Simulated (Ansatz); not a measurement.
Runs of Ansatz 0.2.0 on GaSb. Symmetry: F-43m, No. 216, cubic system. The conventional cell has a = 6.118 Å, b = 6.118 Å, c = 6.118 Å, α = 90.00°, β = 90.00°, γ = 90.00°. Sb (site symmetry -43m) has 4 Ga at 2.65 Å as nearest neighbours. Ga (site symmetry -43m) is surrounded by 4 Sb at 2.65 Å. 

```tsv
task	level	spin	cell	k mesh	points for each segment of the path	mesh quality	gap on the mesh (eV)	pressure (GPa)	relaxed volume (Å³/atom)
band structure	HF	off	as given	4 × 4 × 4	4	coarse	6.26	3.7	-
relaxation of cell and atoms	PBEsol0	off	relaxed	4 × 4 × 4	-	coarse	1.61	0.0	(c)
band structure	PBEsol0	off	as given	4 × 4 × 4	4	coarse	1.44	(a)	-
relaxation of cell and atoms	RPBE	off	relaxed	8 × 8 × 8	-	not flagged	-	0.0	31.04
band structure	PBEsol	SOC, no magnetisation	as given	6 × 6 × 6	14	not flagged	none	0.0	-
band structure	PBE	SOC, no magnetisation	as given	6 × 6 × 6	14	not flagged	none	2.5	-
band structure	PBE0	off	as given	4 × 4 × 4	4	coarse	1.52	0.6	-
band structure	RPBE	off	as given	8 × 8 × 8	14	not flagged	(d)	(b)	-
```

Alike in all rows: potentials or basis Ansatz PAW; cutoff (eV) 420; smearing fermi-dirac 0.05 eV.

Q: Estimate the missing entries.

A: (a) -1.2; (b) 3.9; (c) 28.06; (d) 0.13.

Caveats: some runs use coarse meshes; the PAW data sets come from PBE, with cores solved anew for the run's functional, which leaves a small shift of forces and pressure (some runs); spin-orbit coupling is left out, which moves the levels of the heavy elements (some runs); the thresholds are loose for stress (some runs); the plane-wave basis is chosen anew once the cell has moved, so the energies of steps on either side of that aren't comparable (some runs); this crystal is a semiconductor, whose small gap the functional closes, so the metal is an error of the method (some runs).

A k mesh can miss the band edges, and rows without SOC leave out spin-orbit coupling on Ga, Sb.

A gap of «none» marks a metal or a gap under the smearing width.
